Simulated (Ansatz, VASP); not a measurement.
## BeSe: VASP beside Ansatz

File INCAR:

```
SYSTEM = BeSe
ALGO = Normal ; EDIFF = 1E-6
ENCUT = 520 ; GGA = PE
ISIF = 2 ; ISMEAR = 0
LASPH = .True. ; LCHARG = .False.
LREAL = .False. ; LWAVE = .False.
NBANDS = 11 ; NELM = 60
PREC = Accurate ; SIGMA = 0.1
```

The input KPOINTS:

```
k-points
0
Gamma
  6 6 6
  0 0 0
```

Contents of POSCAR:

```
BeSe
1.0
    0.0000000000      2.6834484865      2.6834484865
    2.6834484865      0.0000000000      2.6834484865
    2.6834484865      2.6834484865      0.0000000000
Be Se
1 1
Direct
    0.0000000000      0.0000000000      0.0000000000
    0.2500000000      0.2500000000      0.2500000000
```

Input for Ansatz:

```yaml
crystal:
  lattice:
    - [0.0, 2.6834484865, 2.6834484865]
    - [2.6834484865, 0.0, 2.6834484865]
    - [2.6834484865, 2.6834484865, 0.0]
  atoms:
    - { symbol: Be, position: [0.0, 0.0, 0.0] }
    - { symbol: Se, position: [0.25, 0.25, 0.25] }
basis:
  ecutwfc: 420
kpoints:
  mp_grid: { grid: [6, 6, 6] }
  band_path: { path: [[0, 0, 0], [0.5, 0, 0], [0.5, 0.5, 0.5]], npoints: 4 }
hamiltonian:
  xc: pbe
scf:
  occupations: { method: gaussian, width: 0.1 }
output:
  forces: true
  stress: true
  eigenvalues: true
accuracy: low
```

Alike in both runs: task single point; functional PBE; k mesh 6 × 6 × 6; occupations gaussian, width 0.1 eV; no spin polarisation.

|  | VASP | Ansatz |
| --- | --- | --- |
| version | VASP 6.6.1 | Ansatz 0.2.0 |
| potentials or method | VASP PAW PBE potentials, release 64 (Be, Se) | scalar-relativistic, plane waves, PAW |
| plane-wave cutoff (eV) | 520 | 420 |
| valence electrons in the cell | 8 | 18 |

```csv
,VASP,Ansatz,Ansatz less VASP
gap on the k mesh at the Fermi level (eV),2.86,2.87,+0.008
least direct gap on the mesh (eV),3.48,3.48,+0.001
pressure (GPa),-6.4,-6.5,-0.12
```

The two sets of potentials don't hold the same shells in valence.

A k mesh can miss the band edges. A hybrid or GW would open this gap; PBE tends to underestimate it.
